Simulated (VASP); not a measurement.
# W (Fm-3m) in VASP: notebook, part 5 of 8

VASP 6.6.1.

## 60. Equation of state, PBE, 16.23 Å³/atom

Contents of INCAR:

```
  PREC = Accurate
  ENCUT = 400
  EDIFF = 1E-7
  ISMEAR = 0
  SIGMA = 0.05
  LREAL = False
  LASPH = True
  NELM = 100
  ALGO = Normal
  ISIF = 2
  LWAVE = False
  LCHARG = False
  GGA = PE
  ADDGRID = False
```

Contents of KPOINTS:

```
Automatic mesh
0
Gamma
  10 10 10
```

Contents of POSCAR:

```
W
1.0
    0.0000000000      2.0094935475      2.0094935475
    2.0094935475      0.0000000000      2.0094935475
    2.0094935475      2.0094935475      0.0000000000
W
1
Direct
    0.0000000000      0.0000000000      0.0000000000
```

Potentials or basis: VASP PAW PBE potentials, release 64 (W_sv).

Launch:

```bash
$ cat potpaw_PBE.64/W_sv/POTCAR > POTCAR
$ mpirun -np 1 vasp_std > vasp.out
```

It took 4.6 s on 1 thread of Intel Xeon Platinum 8488C (Sapphire Rapids), shared host; peak memory 0.12 GiB.

These settings aren't checked as converged: the numbers below hold their error.

Results:

```yaml
Free_energy: -12.4615 eV
Pressure: 4.8 GPa
Band_gap_on_the_k_mesh: none (metal or under the smearing width)
```

## 61. Equation of state, PBE, 17.23 Å³/atom

INCAR is that of step 60.

KPOINTS is that of step 60.

Contents of POSCAR:

```
W
1.0
    0.0000000000      2.0501003171      2.0501003171
    2.0501003171      0.0000000000      2.0501003171
    2.0501003171      2.0501003171      0.0000000000
W
1
Direct
    0.0000000000      0.0000000000      0.0000000000
```

Launch:

```bash
$ cat potpaw_PBE.64/W_sv/POTCAR > POTCAR
$ mpirun -np 1 vasp_std > vasp.out
```

It took 4.6 s on 1 thread of Intel Xeon Platinum 8488C (Sapphire Rapids), shared host; peak memory 0.12 GiB.

These settings aren't checked as converged: the numbers below hold their error.

Results:

| Property | Result |
| --- | --- |
| Free energy | -12.4380 eV |
| Pressure | -11.5 GPa |
| Band gap on the k mesh | none (metal or under the smearing width) |

## 62. Equation of state, PBE, 16.23 Å³/atom

Edit INCAR of step 61 so:

```diff
@@ -4,3 +4,3 @@
   ISMEAR = 0
-  SIGMA = 0.05
+  SIGMA = 0.02
   LREAL = False
```

KPOINTS is that of step 61.

Contents of POSCAR:

```
W
1.0
    0.0000000000      2.0094935475      2.0094935475
    2.0094935475      0.0000000000      2.0094935475
    2.0094935475      2.0094935475      0.0000000000
W
1
Direct
    0.0000000000      0.0000000000      0.0000000000
```

Launch:

```bash
$ cat potpaw_PBE.64/W_sv/POTCAR > POTCAR
$ mpirun -np 1 vasp_std > vasp.out
```

Wall time 4.6 s (1 thread of Intel Xeon Platinum 8488C (Sapphire Rapids), shared host); peak memory 0.12 GiB.

The run converged, but some of its settings lie outside the range that counts as converged, so its numbers aren't taken as properties of the crystal.

Results:

```
Free energy            : -12.4609 eV
Pressure               : 4.9 GPa
Band gap on the k mesh : none (metal or under the smearing width)
```

## 63. Equation of state, PBE, 17.23 Å³/atom

INCAR is that of step 62.

KPOINTS is that of step 62.

Contents of POSCAR:

```
W
1.0
    0.0000000000      2.0501003171      2.0501003171
    2.0501003171      0.0000000000      2.0501003171
    2.0501003171      2.0501003171      0.0000000000
W
1
Direct
    0.0000000000      0.0000000000      0.0000000000
```

Potentials or basis: VASP PAW PBE potentials, release 64 (W_sv).

Launch:

```bash
$ cat potpaw_PBE.64/W_sv/POTCAR > POTCAR
$ mpirun -np 1 vasp_std > vasp.out
```

Wall time 4.5 s (1 thread of Intel Xeon Platinum 8488C (Sapphire Rapids), shared host); peak memory 0.12 GiB.

The run converged, but some of its settings lie outside the range that counts as converged, so its numbers aren't taken as properties of the crystal.

What came out:

```yaml
Free_energy: -12.4371 eV
Pressure: -11.7 GPa
Band_gap_on_the_k_mesh: none (metal or under the smearing width)
```

## 64. Equation of state, PBE, 16.23 Å³/atom

Edit INCAR of step 63 so:

```diff
@@ -1,2 +1,2 @@
-  PREC = Accurate
+  PREC = Low
   ENCUT = 400
@@ -4,3 +4,3 @@
   ISMEAR = 0
-  SIGMA = 0.02
+  SIGMA = 0.15
   LREAL = False
```

KPOINTS is that of step 63.

Contents of POSCAR:

```
W
1.0
    0.0000000000      2.0094935475      2.0094935475
    2.0094935475      0.0000000000      2.0094935475
    2.0094935475      2.0094935475      0.0000000000
W
1
Direct
    0.0000000000      0.0000000000      0.0000000000
```

Launch:

```bash
$ cat potpaw_PBE.64/W_sv/POTCAR > POTCAR
$ mpirun -np 1 vasp_std > vasp.out
```

It took 2.3 s on 1 thread of Intel Xeon Platinum 8488C (Sapphire Rapids), shared host; peak memory 0.1 GiB.

These settings aren't checked as converged: the numbers below hold their error.

Results:

* Free energy: -12.4674 eV
* Pressure: 5.0 GPa
* Band gap on the k mesh: none (metal or under the smearing width)

## 65. Equation of state, PBE, 17.23 Å³/atom

INCAR is that of step 64.

KPOINTS is that of step 64.

Contents of POSCAR:

```
W
1.0
    0.0000000000      2.0501003171      2.0501003171
    2.0501003171      0.0000000000      2.0501003171
    2.0501003171      2.0501003171      0.0000000000
W
1
Direct
    0.0000000000      0.0000000000      0.0000000000
```

Launch:

```bash
$ cat potpaw_PBE.64/W_sv/POTCAR > POTCAR
$ mpirun -np 1 vasp_std > vasp.out
```

Wall time 2.3 s (1 thread of Intel Xeon Platinum 8488C (Sapphire Rapids), shared host); peak memory 0.1 GiB.

These settings aren't checked as converged: the numbers below hold their error.

What came out:

```yaml
Free_energy: -12.4461 eV
Pressure: -11.1 GPa
Band_gap_on_the_k_mesh: none (metal or under the smearing width)
```

## 66. Equation of state, PBE, 16.23 Å³/atom

Edit INCAR of step 65 so:

```diff
@@ -1,2 +1,2 @@
-  PREC = Low
+  PREC = Normal
   ENCUT = 400
```

KPOINTS is that of step 65.

Contents of POSCAR:

```
W
1.0
    0.0000000000      2.0094935475      2.0094935475
    2.0094935475      0.0000000000      2.0094935475
    2.0094935475      2.0094935475      0.0000000000
W
1
Direct
    0.0000000000      0.0000000000      0.0000000000
```

Potentials or basis: VASP PAW PBE potentials, release 64 (W_sv).

Launch:

```bash
$ cat potpaw_PBE.64/W_sv/POTCAR > POTCAR
$ mpirun -np 1 vasp_std > vasp.out
```

Wall time 2.5 s (1 thread of Intel Xeon Platinum 8488C (Sapphire Rapids), shared host); peak memory 0.11 GiB.

The run converged, but some of its settings lie outside the range that counts as converged, so its numbers aren't taken as properties of the crystal.

What came out:

* Free energy: -12.4663 eV
* Pressure: 5.0 GPa
* Band gap on the k mesh: none (metal or under the smearing width)

## 67. Equation of state, PBE, 17.23 Å³/atom

INCAR is that of step 66.

KPOINTS is that of step 66.

Contents of POSCAR:

```
W
1.0
    0.0000000000      2.0501003171      2.0501003171
    2.0501003171      0.0000000000      2.0501003171
    2.0501003171      2.0501003171      0.0000000000
W
1
Direct
    0.0000000000      0.0000000000      0.0000000000
```

Launch:

```bash
$ cat potpaw_PBE.64/W_sv/POTCAR > POTCAR
$ mpirun -np 1 vasp_std > vasp.out
```

Wall time 2.4 s (1 thread of Intel Xeon Platinum 8488C (Sapphire Rapids), shared host); peak memory 0.11 GiB.

The run converged, but some of its settings lie outside the range that counts as converged, so its numbers aren't taken as properties of the crystal.

Results:

* Free energy: -12.4448 eV
* Pressure: -11.2 GPa
* Band gap on the k mesh: none (metal or under the smearing width)

## 68. Equation of state, PBE, 16.23 Å³/atom

Edit INCAR of step 67 so:

```diff
@@ -1,2 +1,2 @@
-  PREC = Normal
+  PREC = Accurate
   ENCUT = 400
@@ -5,3 +5,3 @@
   SIGMA = 0.15
-  LREAL = False
+  LREAL = Auto
   LASPH = True
```

KPOINTS is that of step 67.

Contents of POSCAR:

```
W
1.0
    0.0000000000      2.0094935475      2.0094935475
    2.0094935475      0.0000000000      2.0094935475
    2.0094935475      2.0094935475      0.0000000000
W
1
Direct
    0.0000000000      0.0000000000      0.0000000000
```

Launch:

```bash
$ cat potpaw_PBE.64/W_sv/POTCAR > POTCAR
$ mpirun -np 1 vasp_std > vasp.out
```

Run time: 8 s. Hardware: 1 thread of Intel Xeon Platinum 8488C (Sapphire Rapids), shared host; peak memory 0.13 GiB.

The run converged, but some of its settings lie outside the range that counts as converged, so its numbers aren't taken as properties of the crystal.

What came out:

- Free energy: -12.4668 eV
- Pressure: 5.1 GPa
- Band gap on the k mesh: none (metal or under the smearing width)

## 69. Equation of state, PBE, 17.23 Å³/atom

INCAR is that of step 68.

KPOINTS is that of step 68.

Contents of POSCAR:

```
W
1.0
    0.0000000000      2.0501003171      2.0501003171
    2.0501003171      0.0000000000      2.0501003171
    2.0501003171      2.0501003171      0.0000000000
W
1
Direct
    0.0000000000      0.0000000000      0.0000000000
```

Potentials or basis: VASP PAW PBE potentials, release 64 (W_sv).

Launch:

```bash
$ cat potpaw_PBE.64/W_sv/POTCAR > POTCAR
$ mpirun -np 1 vasp_std > vasp.out
```

It took 8.3 s on 1 thread of Intel Xeon Platinum 8488C (Sapphire Rapids), shared host; peak memory 0.13 GiB.

The run converged, but some of its settings lie outside the range that counts as converged, so its numbers aren't taken as properties of the crystal.

Results:

| Item | Value |
| --- | --- |
| Free energy | -12.4451 eV |
| Pressure | -11.2 GPa |
| Band gap on the k mesh | none (metal or under the smearing width) |

## 70. Equation of state, PBE, 16.23 Å³/atom

Edit INCAR of step 69 so:

```diff
@@ -2,6 +2,6 @@
   ENCUT = 400
-  EDIFF = 1E-7
+  EDIFF = 0.01
   ISMEAR = 0
   SIGMA = 0.15
-  LREAL = Auto
+  LREAL = False
   LASPH = True
```

KPOINTS is that of step 69.

Contents of POSCAR:

```
W
1.0
    0.0000000000      2.0094935475      2.0094935475
    2.0094935475      0.0000000000      2.0094935475
    2.0094935475      2.0094935475      0.0000000000
W
1
Direct
    0.0000000000      0.0000000000      0.0000000000
```

Launch:

```bash
$ cat potpaw_PBE.64/W_sv/POTCAR > POTCAR
$ mpirun -np 1 vasp_std > vasp.out
```

Run time: 3 s. Hardware: 1 thread of Intel Xeon Platinum 8488C (Sapphire Rapids), shared host; peak memory 0.12 GiB.

These settings aren't checked as converged: the numbers below hold their error.

Results:

* Free energy: -12.4663 eV
* Pressure: 4.5 GPa
* Band gap on the k mesh: none (metal or under the smearing width)

## 71. Equation of state, PBE, 17.23 Å³/atom

INCAR is that of step 70.

KPOINTS is that of step 70.

Contents of POSCAR:

```
W
1.0
    0.0000000000      2.0501003171      2.0501003171
    2.0501003171      0.0000000000      2.0501003171
    2.0501003171      2.0501003171      0.0000000000
W
1
Direct
    0.0000000000      0.0000000000      0.0000000000
```

Launch:

```bash
$ cat potpaw_PBE.64/W_sv/POTCAR > POTCAR
$ mpirun -np 1 vasp_std > vasp.out
```

It took 3.1 s on 1 thread of Intel Xeon Platinum 8488C (Sapphire Rapids), shared host; peak memory 0.12 GiB.

The run converged, but some of its settings lie outside the range that counts as converged, so its numbers aren't taken as properties of the crystal.

What came out:

```yaml
Free_energy: -12.4449 eV
Pressure: -11.7 GPa
Band_gap_on_the_k_mesh: none (metal or under the smearing width)
```

## 72. Equation of state, PBE, 16.23 Å³/atom

Edit INCAR of step 71 so:

```diff
@@ -2,3 +2,3 @@
   ENCUT = 400
-  EDIFF = 0.01
+  EDIFF = 0.001
   ISMEAR = 0
```

KPOINTS is that of step 71.

Contents of POSCAR:

```
W
1.0
    0.0000000000      2.0094935475      2.0094935475
    2.0094935475      0.0000000000      2.0094935475
    2.0094935475      2.0094935475      0.0000000000
W
1
Direct
    0.0000000000      0.0000000000      0.0000000000
```

Potentials or basis: VASP PAW PBE potentials, release 64 (W_sv).

Launch:

```bash
$ cat potpaw_PBE.64/W_sv/POTCAR > POTCAR
$ mpirun -np 1 vasp_std > vasp.out
```

Wall time 3.3 s (1 thread of Intel Xeon Platinum 8488C (Sapphire Rapids), shared host); peak memory 0.12 GiB.

The run converged, but some of its settings lie outside the range that counts as converged, so its numbers aren't taken as properties of the crystal.

Results:

| Item | Value |
| --- | --- |
| Free energy | -12.4662 eV |
| Pressure | 4.3 GPa |
| Band gap on the k mesh | none (metal or under the smearing width) |

## 73. Equation of state, PBE, 17.23 Å³/atom

INCAR is that of step 72.

KPOINTS is that of step 72.

Contents of POSCAR:

```
W
1.0
    0.0000000000      2.0501003171      2.0501003171
    2.0501003171      0.0000000000      2.0501003171
    2.0501003171      2.0501003171      0.0000000000
W
1
Direct
    0.0000000000      0.0000000000      0.0000000000
```

Launch:

```bash
$ cat potpaw_PBE.64/W_sv/POTCAR > POTCAR
$ mpirun -np 1 vasp_std > vasp.out
```

It took 3.5 s on 1 thread of Intel Xeon Platinum 8488C (Sapphire Rapids), shared host; peak memory 0.12 GiB.

The run converged, but some of its settings lie outside the range that counts as converged, so its numbers aren't taken as properties of the crystal.

Results:

* Free energy: -12.4448 eV
* Pressure: -11.8 GPa
* Band gap on the k mesh: none (metal or under the smearing width)

## 74. Equation of state, PBE, 16.23 Å³/atom

Edit INCAR of step 73 so:

```diff
@@ -2,3 +2,3 @@
   ENCUT = 400
-  EDIFF = 0.001
+  EDIFF = 1E-4
   ISMEAR = 0
```

KPOINTS is that of step 73.

Contents of POSCAR:

```
W
1.0
    0.0000000000      2.0094935475      2.0094935475
    2.0094935475      0.0000000000      2.0094935475
    2.0094935475      2.0094935475      0.0000000000
W
1
Direct
    0.0000000000      0.0000000000      0.0000000000
```

Launch:

```bash
$ cat potpaw_PBE.64/W_sv/POTCAR > POTCAR
$ mpirun -np 1 vasp_std > vasp.out
```

Wall time 3.4 s (1 thread of Intel Xeon Platinum 8488C (Sapphire Rapids), shared host); peak memory 0.12 GiB.

The run converged, but some of its settings lie outside the range that counts as converged, so its numbers aren't taken as properties of the crystal.

What came out:

```yaml
Free_energy: -12.4662 eV
Pressure: 4.3 GPa
Band_gap_on_the_k_mesh: none (metal or under the smearing width)
```

## 75. Equation of state, PBE, 17.23 Å³/atom

INCAR is that of step 74.

KPOINTS is that of step 74.

Contents of POSCAR:

```
W
1.0
    0.0000000000      2.0501003171      2.0501003171
    2.0501003171      0.0000000000      2.0501003171
    2.0501003171      2.0501003171      0.0000000000
W
1
Direct
    0.0000000000      0.0000000000      0.0000000000
```

Potentials or basis: VASP PAW PBE potentials, release 64 (W_sv).

Launch:

```bash
$ cat potpaw_PBE.64/W_sv/POTCAR > POTCAR
$ mpirun -np 1 vasp_std > vasp.out
```

Wall time 3.8 s (1 thread of Intel Xeon Platinum 8488C (Sapphire Rapids), shared host); peak memory 0.12 GiB.

These settings aren't checked as converged: the numbers below hold their error.

Results:

* Free energy: -12.4448 eV
* Pressure: -11.2 GPa
* Band gap on the k mesh: none (metal or under the smearing width)

## 76. Equation of state, PBE, 16.23 Å³/atom

Edit INCAR of step 75 so:

```diff
@@ -2,3 +2,3 @@
   ENCUT = 400
-  EDIFF = 1E-4
+  EDIFF = 1E-5
   ISMEAR = 0
```

KPOINTS is that of step 75.

Contents of POSCAR:

```
W
1.0
    0.0000000000      2.0094935475      2.0094935475
    2.0094935475      0.0000000000      2.0094935475
    2.0094935475      2.0094935475      0.0000000000
W
1
Direct
    0.0000000000      0.0000000000      0.0000000000
```

Launch:

```bash
$ cat potpaw_PBE.64/W_sv/POTCAR > POTCAR
$ mpirun -np 1 vasp_std > vasp.out
```

It took 3.7 s on 1 thread of Intel Xeon Platinum 8488C (Sapphire Rapids), shared host; peak memory 0.12 GiB.

The run converged, but some of its settings lie outside the range that counts as converged, so its numbers aren't taken as properties of the crystal.

What came out:

| Quantity | Value |
| --- | --- |
| Free energy | -12.4662 eV |
| Pressure | 5.0 GPa |
| Band gap on the k mesh | none (metal or under the smearing width) |

## 77. Equation of state, PBE, 17.23 Å³/atom

INCAR is that of step 76.

KPOINTS is that of step 76.

Contents of POSCAR:

```
W
1.0
    0.0000000000      2.0501003171      2.0501003171
    2.0501003171      0.0000000000      2.0501003171
    2.0501003171      2.0501003171      0.0000000000
W
1
Direct
    0.0000000000      0.0000000000      0.0000000000
```

Launch:

```bash
$ cat potpaw_PBE.64/W_sv/POTCAR > POTCAR
$ mpirun -np 1 vasp_std > vasp.out
```

Run time: 4 s. Hardware: 1 thread of Intel Xeon Platinum 8488C (Sapphire Rapids), shared host; peak memory 0.12 GiB.

The run converged, but some of its settings lie outside the range that counts as converged, so its numbers aren't taken as properties of the crystal.

What came out:

- Free energy: -12.4448 eV
- Pressure: -11.1 GPa
- Band gap on the k mesh: none (metal or under the smearing width)

## 78. Equation of state, PBE, 16.23 Å³/atom

Edit INCAR of step 77 so:

```diff
@@ -2,3 +2,3 @@
   ENCUT = 400
-  EDIFF = 1E-5
+  EDIFF = 1E-6
   ISMEAR = 0
```

KPOINTS is that of step 77.

Contents of POSCAR:

```
W
1.0
    0.0000000000      2.0094935475      2.0094935475
    2.0094935475      0.0000000000      2.0094935475
    2.0094935475      2.0094935475      0.0000000000
W
1
Direct
    0.0000000000      0.0000000000      0.0000000000
```

Potentials or basis: VASP PAW PBE potentials, release 64 (W_sv).

Launch:

```bash
$ cat potpaw_PBE.64/W_sv/POTCAR > POTCAR
$ mpirun -np 1 vasp_std > vasp.out
```

It took 4.1 s on 1 thread of Intel Xeon Platinum 8488C (Sapphire Rapids), shared host; peak memory 0.12 GiB.

These settings aren't checked as converged: the numbers below hold their error.

What came out:

```
Free energy            : -12.4662 eV
Pressure               : 5.0 GPa
Band gap on the k mesh : none (metal or under the smearing width)
```

## 79. Equation of state, PBE, 17.23 Å³/atom

INCAR is that of step 78.

KPOINTS is that of step 78.

Contents of POSCAR:

```
W
1.0
    0.0000000000      2.0501003171      2.0501003171
    2.0501003171      0.0000000000      2.0501003171
    2.0501003171      2.0501003171      0.0000000000
W
1
Direct
    0.0000000000      0.0000000000      0.0000000000
```

Launch:

```bash
$ cat potpaw_PBE.64/W_sv/POTCAR > POTCAR
$ mpirun -np 1 vasp_std > vasp.out
```

It took 4.2 s on 1 thread of Intel Xeon Platinum 8488C (Sapphire Rapids), shared host; peak memory 0.12 GiB.

These settings aren't checked as converged: the numbers below hold their error.

What came out:

* Free energy: -12.4448 eV
* Pressure: -11.2 GPa
* Band gap on the k mesh: none (metal or under the smearing width)

## 80. Equation of state, PBE, 16.23 Å³/atom

Edit INCAR of step 79 so:

```diff
@@ -2,3 +2,3 @@
   ENCUT = 400
-  EDIFF = 1E-6
+  EDIFF = 1E-7
   ISMEAR = 0
@@ -13,2 +13,2 @@
   GGA = PE
-  ADDGRID = False
+  ADDGRID = True
```

KPOINTS is that of step 79.

Contents of POSCAR:

```
W
1.0
    0.0000000000      2.0094935475      2.0094935475
    2.0094935475      0.0000000000      2.0094935475
    2.0094935475      2.0094935475      0.0000000000
W
1
Direct
    0.0000000000      0.0000000000      0.0000000000
```

Launch:

```bash
$ cat potpaw_PBE.64/W_sv/POTCAR > POTCAR
$ mpirun -np 1 vasp_std > vasp.out
```

It took 7 s on 1 thread of Intel Xeon Platinum 8488C (Sapphire Rapids), shared host; peak memory 0.18 GiB.

The run converged, but some of its settings lie outside the range that counts as converged, so its numbers aren't taken as properties of the crystal.

Results:

```
Free energy            : -12.4662 eV
Pressure               : 5.0 GPa
Band gap on the k mesh : none (metal or under the smearing width)
```

## 81. Equation of state, PBE, 17.23 Å³/atom

INCAR is that of step 80.

KPOINTS is that of step 80.

Contents of POSCAR:

```
W
1.0
    0.0000000000      2.0501003171      2.0501003171
    2.0501003171      0.0000000000      2.0501003171
    2.0501003171      2.0501003171      0.0000000000
W
1
Direct
    0.0000000000      0.0000000000      0.0000000000
```

Potentials or basis: VASP PAW PBE potentials, release 64 (W_sv).

Launch:

```bash
$ cat potpaw_PBE.64/W_sv/POTCAR > POTCAR
$ mpirun -np 1 vasp_std > vasp.out
```

It took 7.3 s on 1 thread of Intel Xeon Platinum 8488C (Sapphire Rapids), shared host; peak memory 0.18 GiB.

These settings aren't checked as converged: the numbers below hold their error.

Results:

```
Free energy            : -12.4448 eV
Pressure               : -11.2 GPa
Band gap on the k mesh : none (metal or under the smearing width)
```

## 82. Equation of state, PBE, 16.23 Å³/atom

Edit INCAR of step 81 so:

```diff
@@ -6,3 +6,3 @@
   LREAL = False
-  LASPH = True
+  LASPH = False
   NELM = 100
@@ -13,2 +13,2 @@
   GGA = PE
-  ADDGRID = True
+  ADDGRID = False
```

KPOINTS is that of step 81.

Contents of POSCAR:

```
W
1.0
    0.0000000000      2.0094935475      2.0094935475
    2.0094935475      0.0000000000      2.0094935475
    2.0094935475      2.0094935475      0.0000000000
W
1
Direct
    0.0000000000      0.0000000000      0.0000000000
```

Launch:

```bash
$ cat potpaw_PBE.64/W_sv/POTCAR > POTCAR
$ mpirun -np 1 vasp_std > vasp.out
```

It took 3.9 s on 1 thread of Intel Xeon Platinum 8488C (Sapphire Rapids), shared host; peak memory 0.12 GiB.

These settings aren't checked as converged: the numbers below hold their error.

What came out:

```yaml
Free_energy: -12.4658 eV
Pressure: 5.0 GPa
Band_gap_on_the_k_mesh: none (metal or under the smearing width)
```

## 83. Equation of state, PBE, 17.23 Å³/atom

INCAR is that of step 82.

KPOINTS is that of step 82.

Contents of POSCAR:

```
W
1.0
    0.0000000000      2.0501003171      2.0501003171
    2.0501003171      0.0000000000      2.0501003171
    2.0501003171      2.0501003171      0.0000000000
W
1
Direct
    0.0000000000      0.0000000000      0.0000000000
```

Launch:

```bash
$ cat potpaw_PBE.64/W_sv/POTCAR > POTCAR
$ mpirun -np 1 vasp_std > vasp.out
```

Run time: 4.1 s. Hardware: 1 thread of Intel Xeon Platinum 8488C (Sapphire Rapids), shared host; peak memory 0.12 GiB.

The run converged, but some of its settings lie outside the range that counts as converged, so its numbers aren't taken as properties of the crystal.

What came out:

```yaml
Free_energy: -12.4444 eV
Pressure: -11.2 GPa
Band_gap_on_the_k_mesh: none (metal or under the smearing width)
```

(Continued in part 6 of 8.)
